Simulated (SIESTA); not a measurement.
Runs of SIESTA 5.4.2 on C. The structure is cubic, space group Fd-3m (No. 227). Conventional cell: a = 3.567 Å, b = 3.567 Å, c = 3.567 Å, α = 90.00°, β = 90.00°, γ = 90.00°. Around C (site symmetry -43m) lie 4 C at 1.54 Å. This isn't the form of C at room conditions, which is graphite.

```csv
potentials or basis,gap on the mesh (eV),pressure (GPa),relaxed volume (Å³/atom)
"PseudoDojo 0.4 standard (PBE files), DZP (energy shift 0.003 Ry)",4.25,0.0,5.80
"PseudoDojo 0.4 stringent (PBE files), DZP (energy shift 0.003 Ry)",4.25,0.0,5.80
"PseudoDojo 0.5 standard (PBE files), DZP (energy shift 0.003 Ry)",4.25,0.0,5.80
"SG15 1.2 (PBE files) or PseudoDojo by element, DZP (energy shift 0.003 Ry)",4.24,-0.1,(a)
"Ansatz (PBE files), DZP (energy shift 0.003 Ry)",4.20,0.0,5.80
```

Alike in all rows: task relaxation of cell and atoms; level PBE; no spin polarisation; cell relaxed; k mesh 9 × 9 × 9; smearing fermi-dirac 0.05 eV; grid cutoff 500 Ry; energy shift 0.003 Ry.

Question: Estimate the missing entries.

Answer: (a) 5.77.

Caveats: an odd mesh through Γ misses points on the zone boundary, where band edges often lie; the basis of atomic orbitals isn't converged, which shifts pressures, moduli and gaps.
